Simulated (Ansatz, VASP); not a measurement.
## One calculation of Pd, two programs

INCAR

```
ALGO = Normal
EDIFF = 1E-8
ENCUT = 520
GGA = PS
ISIF = 2
ISMEAR = -1
LASPH = True
LCHARG = False
LEFG = True
LREAL = False
LWAVE = False
NBANDS = 11
NELM = 80
PREC = Accurate
SIGMA = 0.05
```

The input KPOINTS:

```
k-points
0
Gamma
  18 18 18
```

File POSCAR:

```
Pd
1.0
    0.0000000000      1.9449000000      1.9254510000
    1.9449000000      0.0000000000      1.9254510000
    1.9449000000      1.9449000000      0.0000000000
Pd
1
Direct
    0.0000000000      0.0000000000      0.0000000000
```

Input for Ansatz:

```yaml
crystal:
  lattice:
    - [0.0, 1.9449, 1.925451]
    - [1.9449, 0.0, 1.925451]
    - [1.9449, 1.9449, 0.0]
  atoms:
    - { symbol: Pd, position: [0.0, 0.0, 0.0] }
kpoints:
  mp_grid: { grid: [18, 18, 18] }
scf:
  occupations: { method: fermi_dirac, width: 0.05 }
hamiltonian:
  xc: pbesol
  pseudopotentials: { kind: all_electron, datasets: crystal }
output:
  forces: true
  stress: true
  eigenvalues: true
  efg: { contact_densities: true }
```

Change from the starting cell: zz strain of -1 %, crystal datasets.

Alike in both runs: task electric field gradients; functional PBEsol; k mesh 18 × 18 × 18; occupations fermi-dirac, width 0.05 eV; no spin polarisation.

```csv
,VASP,Ansatz
version,VASP 6.6.1,Ansatz 0.2.0
potentials or method,"VASP PAW PBE potentials, release 64 (Pd)","all-electron PAW with datasets made for the crystal, scalar-relativistic"
plane-wave cutoff (eV),520,see its input
```

```csv
,VASP,Ansatz,Ansatz less VASP
pressure (GPa),-0.6,-0.3,+0.30
largest component of the traceless stress (GPa),0.41,0.42,+0.005
Vzz of the field gradient on the site that differs most (V/Å²),1.1,1.7,+0.64
```

Ansatz ran all-electron here, so the differences hold the error of VASP's frozen core and of both bases. Ansatz warned: «gradients_without_spin_orbit».

Caveats: the PAW data sets were made with another functional, which shifts forces and pressure a little (VASP).
